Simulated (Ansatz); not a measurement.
InN:
```
CELL_PARAMETERS angstrom
      3.52813     0.00000     0.00000
     -1.76406     3.05545     0.00000
      0.00000     0.00000    17.21637
ATOMIC_POSITIONS crystal
  In 0.00000 0.00000 0.99982
  In 0.00000 0.00000 0.49982
  In 0.66667 0.33333 0.83358
  In 0.33333 0.66667 0.33358
  In 0.66667 0.33333 0.16662
  In 0.33333 0.66667 0.66662
  N  0.00000 0.00000 0.87461
  N  0.00000 0.00000 0.37461
  N  0.66667 0.33333 0.70801
  N  0.33333 0.66667 0.20801
  N  0.66667 0.33333 0.04105
  N  0.33333 0.66667 0.54105
```

Relaxed with HSE06.

Question: Give the Bader charges and basin volumes of the independent atoms, the program Ansatz at the HSE06 level (PAW).

Answer: 

```json
[
 {"atom": "In1", "Bader charge (e)": "+1.55", "Bader volume (Å³)": "15.5"},
 {"atom": "In3", "Bader charge (e)": "+1.56", "Bader volume (Å³)": "15.2"},
 {"atom": "In5", "Bader charge (e)": "+1.55", "Bader volume (Å³)": "15.4"},
 {"atom": "N7", "Bader charge (e)": "-1.56", "Bader volume (Å³)": "15.7"},
 {"atom": "N9", "Bader charge (e)": "-1.55", "Bader volume (Å³)": "15.6"},
 {"atom": "N11", "Bader charge (e)": "-1.55", "Bader volume (Å³)": "15.5"}
]
```

Space group P6_3mc. A made-up cell: these elements were put on the sites of a structure type. Its sites differ from those of the usual phase in this space group: another stacking or structure type. The HSE06 relaxation kept the symmetry of its start; whether a distortion lowers the energy is not shown.

Potentials: the later of the program's two PAW sets.
